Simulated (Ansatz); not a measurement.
# SiO2: the cost of one run

All numbers below are computed with Ansatz 0.2.0 (DFT PBEsol, scalar-relativistic, plane waves, PAW).

4 further runs of the same task are left out: 4 set aside as unsound or not needed. Runs told in other sessions of the task aren't counted.

### 1 The structure to begin with

The cell holds 24 atoms (O15SSi8): a = 7.045 Å, b = 7.045 Å, c = 7.335 Å, α = 90.00°, β = 90.00°, γ = 90.00°.

The coordinates of this cell stand in the input of its own run.

The host was relaxed before at PBEsol: a = 4.982 Å, b = 4.982 Å, c = 7.335 Å, α = 90.00°, β = 90.00°, γ = 90.00° (conventional cell), 15.171 Å³/atom.

Places, in fractions of the supercell: S in place of O at (0.327, 0.077, 0.375). The start keeps the symmetry of the ideal site.

### 2 Band edges of the host over the zone

The input, input.yaml:

```yaml
crystal:
  lattice:
    - [-2.490875404, 2.490875404, 3.6677129423]
    - [2.490875404, -2.490875404, 3.6677129423]
    - [2.490875404, 2.490875404, -3.6677129423]
  atoms:
    - { symbol: Si, position: [0.0, 0.0, 0.0] }
    - { symbol: Si, position: [0.75, 0.25, 0.5] }
    - { symbol: O, position: [0.375, 0.2214284677, 0.3464284677] }
    - { symbol: O, position: [0.9714284677, 0.625, 0.8464284677] }
    - { symbol: O, position: [0.7785715323, 0.125, 0.1535715323] }
    - { symbol: O, position: [0.875, 0.0285715323, 0.6535715323] }
basis:
  ecutwfc: 420
  xc_grid: 2
kpoints:
  mp_grid: { grid: [6, 6, 6] }
  band_path: { path: [VBM, CBM], npoints: 2 }
hamiltonian:
  xc: pbesol
scf:
  occupations: { method: gaussian, width: 0.02 }
output:
  forces: true
  stress: true
  eigenvalues: true
```

Launch:

```bash
$ ansatz run input.yaml --threads 8 --pin off --max-ram 16384MiB --backend cpu --events-out ev --progress --plain --runs-dir out
```

Q: Estimate wall time and peak memory on 8 threads of Arm Neoverse V1, shared host.

About 2.5 s, with a peak of 0.41 GiB.
